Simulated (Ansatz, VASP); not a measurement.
ZnCu: VASP beside Ansatz

```xyz
2
Lattice="2.9645 0.0000 0.0000 0.0000 2.9645 0.0000 0.0000 0.0000 2.9645" Properties=species:S:1:pos:R:3 pbc="T T T"
Zn    1.4823    1.4823    1.4823
Cu    0.0000    0.0000    0.0000
```

Alike in both runs: task single point; functional PBE; k mesh 8 × 8 × 8; no spin polarisation.

```csv
,VASP,Ansatz
version,VASP 6.6.1,Ansatz 0.2.0
potentials or method,"VASP PAW PBE potentials, release 64 (Zn, Cu)","plane waves, PAW"
plane-wave cutoff (eV),520,517
occupations,"fermi-dirac, width 0.1 eV",fermi-dirac
valence electrons in the cell,23,31
```

Ansatz gave:

* pressure (GPa): 0.1

Q: What did VASP give for the same quantities?

A: Pressure (GPa): 0.6.

The two sets of potentials don't hold the same shells in valence.
